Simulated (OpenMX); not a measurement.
Crystal: Cu.

```
Cu
1.0
     0.00000    1.80750    1.80750
     1.80750    0.00000    1.80750
     1.80750    1.80750    0.00000
Cu
1
Cartesian
  0.0000 0.0000 0.0000
```

Base run:

```yaml
Program: OpenMX 3.8.5
Functional: PBE
Potentials_or_basis: OpenMX 2013 PBE set, Cu6.0H-s2p2d1, grid cutoff 500 Ry
k_mesh: 9 × 9 × 9
Occupations: fermi-dirac, width 0.05 eV
Spin: no spin polarisation
```

Its results: pressure 3.5 GPa.

Q: The run is repeated on the same cell with these changes: potentials or basis from OpenMX 2013 PBE set, Cu6.0H-s2p2d1, grid cutoff 500 Ry to OpenMX 2013 PBE set, Cu6.0H-s3p2d2, grid cutoff 500 Ry. What comes out?

A: Pressure 4.4 GPa.

Caveats: the basis of atomic orbitals isn't converged, which shifts pressures, moduli and gaps; the transition metal has a single d function, too few for pressures, volumes and moments (some runs).
